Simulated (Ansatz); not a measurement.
# Bi2Te3: the cost of one run

Method: DFT PBEsol, scalar-relativistic, in Ansatz 0.2.0.

## Step 1: The system as given

Symmetry: R-3m, No. 166, trigonal system. Conventional cell: a = 4.386 Å, b = 4.386 Å, c = 30.497 Å, α = 90.00°, β = 90.00°, γ = 120.00°. Bi (site symmetry 3m) is surrounded by 6 Te at 3.07 to 3.25 Å. Te (site symmetry -3m) is surrounded by 6 Bi at 3.25 Å. Around Te (site symmetry 3m) lie 3 Bi at 3.07 Å.

As a file:

```cif
data_structure
_symmetry_space_group_name_H-M 'P 1'
_symmetry_Int_Tables_number 1
_cell_length_a 10.4763
_cell_length_b 10.4763
_cell_length_c 10.4763
_cell_angle_alpha 24.166
_cell_angle_beta 24.166
_cell_angle_gamma 24.166
_cell_volume 169.36
loop_
_atom_site_label
_atom_site_type_symbol
_atom_site_fract_x
_atom_site_fract_y
_atom_site_fract_z
_atom_site_occupancy
Bi1 Bi 0.40000 0.40000 0.40000 1
Bi2 Bi 0.60000 0.60000 0.60000 1
Te1 Te 0.00000 0.00000 0.00000 1
Te2 Te 0.20950 0.20950 0.20950 1
Te3 Te 0.79050 0.79050 0.79050 1
```

Atoms are numbered in the order of the input: Bi1, Bi2, Te3, Te4, Te5.

## Step 2: After the deformation

Space group R-3m before, P-1 after.

## Step 3: Full-potential LAPW

Input file input.yaml:

```yaml
crystal:
  lattice:
    - [2.2501595557, 1.3279228155, 10.1829656501]
    - [-2.1358415611, 1.3059928099, 10.1610356445]
    - [0.0381670554, -2.4814305754, 10.1530087054]
  atoms:
    - { symbol: Bi, position: [0.4, 0.4, 0.4] }
    - { symbol: Bi, position: [0.6, 0.6, 0.6] }
    - { symbol: Te, position: [0.0, 0.0, 0.0] }
    - { symbol: Te, position: [0.2095, 0.2095, 0.2095] }
    - { symbol: Te, position: [0.7905, 0.7905, 0.7905] }
kpoints:
  mp_grid: { grid: [7, 7, 7] }
  band_path:
    path:
      - [0.0, 0.0, 0.0]
      - [-0.5, -0.5, -0.5]
      - [0.5, 0.0, 0.0]
      - [0.0, 0.0, 0.0]
      - [0.0, 0.0, 0.5]
      - [0.0, -0.5, 0.0]
      - [0.0, 0.0, 0.0]
      - [0.5, 0.0, 0.5]
      - [-0.5, -0.5, 0.0]
    npoints: 5
scf:
  occupations: { method: fermi_dirac, width: 0.08 }
hamiltonian:
  xc: pbesol
  pseudopotentials: { kind: all_electron, lapw: { basis_error: 0.001 } }
output:
  forces: true
  stress: true
  eigenvalues: true
```

Run with:

```console
$ ansatz run input.yaml --threads 2 --pin off --max-ram 8192MiB --backend cpu --events-out ev --progress --plain --runs-dir out
```

What time and memory should one allow on 2 threads of Intel Xeon 6975P-C (Granite Rapids), shared host?

About 2.2 min, with a peak of 2.4 GiB.
